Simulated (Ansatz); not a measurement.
Crystal: Au.

```
Au
1.0
    -1.65727    1.65727    1.65727
     1.65727   -1.65727    1.65727
     1.65727    1.65727   -1.65727
Au
1
Direct
  0.00000 0.00000 0.00000
```

This isn't the form of Au at room conditions, which is fcc.

Base run:

| Quantity | Value |
| --- | --- |
| Program | Ansatz 0.2.0 |
| Functional | r2SCAN |
| Potentials or basis | Ansatz PAW |
| Cutoff | 500 eV (not typed: the program's choice for these potentials) |
| k mesh | 11 × 11 × 11 |
| Occupations | fermi-dirac, width 0.05 eV |
| Spin | no spin polarisation |

Its results: band gap on the k mesh none (metal or under the smearing width); pressure -4.1 GPa.

**Question.** The run is repeated on the same cell with these changes: spin from no spin polarisation to spin-orbit coupling, no magnetisation; potential files from those of the base run to others of the same set. What comes out?

**Answer.** Band gap on the k mesh none (metal or under the smearing width); pressure -5.7 GPa.

Caveats: the PAW data sets come from PBE, with cores solved anew for the run's functional, which leaves a small shift of forces and pressure; spin-orbit coupling is left out, which moves the levels of the heavy elements (some runs).
